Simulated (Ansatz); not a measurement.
The system is Si.

```
Si
1.0
     0.00000    2.72185    2.72185
     2.72185    0.00000    2.72185
     2.72185    2.72185    0.00000
Si
2
Direct
  0.50000 0.50000 0.50000
  0.75000 0.75000 0.75000
```

Base run:

- Program: Ansatz 0.2.0
- Functional: PBEsol
- Potentials or basis: all-electron LAPW, scalar-relativistic
- Cutoff: 218 eV
- Density cutoff: 872 eV
- Basis error allowed: 0.001 eV/atom
- k mesh: 8 × 8 × 8
- Occupations: fermi-dirac, width 0.05 eV
- Spin: no spin polarisation

Its results: band gap on the k mesh 0.52 eV, indirect (least direct gap 2.52 eV); pressure -0.6 GPa.

Question: The run is repeated on the same cell with these changes: functional from PBEsol to BLYP. What comes out?

Answer: Band gap on the k mesh 0.84 eV, indirect (least direct gap 2.69 eV); pressure 4.2 GPa.

BLYP binds less tightly than PBEsol, so the same cell stands under more pressure.

A k mesh can miss the band edges.

Not every run made on this cell is shown here.
